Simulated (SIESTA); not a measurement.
Al:

```
Al
1.0
     0.00000    2.02481    2.02481
     2.02481    0.00000    2.02481
     2.02481    2.02481    0.00000
Al
1
Direct
  0.00000 0.00000 0.00000
```

Base run:

| Quantity | Value |
| --- | --- |
| Program | SIESTA 5.4.2 |
| Functional | vdW-DF-cx |
| Potentials or basis | PseudoDojo 0.4 standard (PBE files) |
| Basis | DZP (energy shift 0.003 Ry) |
| Grid cutoff | 500 Ry |
| Energy shift | 0.003 Ry |
| k mesh | 11 × 11 × 11 |
| Occupations | fermi-dirac, width 0.05 eV |
| Spin | no spin polarisation |

Its results: band gap on the k mesh none (metal or under the smearing width); pressure 0.0 GPa.

Question: After a change of settings the same cell gave: band gap on the k mesh none (metal or under the smearing width); pressure 4.4 GPa. Which change was it?
A. functional from vdW-DF-cx to BLYP
B. functional from vdW-DF-cx to RPBE
C. functional from vdW-DF-cx to PBEsol; potentials or basis from PseudoDojo 0.4 standard (PBE files) to PseudoDojo 0.4 standard (PBEsol files)
D. functional from vdW-DF-cx to PBE; basis from DZP (energy shift 0.003 Ry) to TZDP (energy shift 0.003 Ry)

Answer: A.

Caveats: the potentials were made for another functional, which shifts forces and pressure; the basis of atomic orbitals isn't converged, which shifts pressures, moduli and gaps.
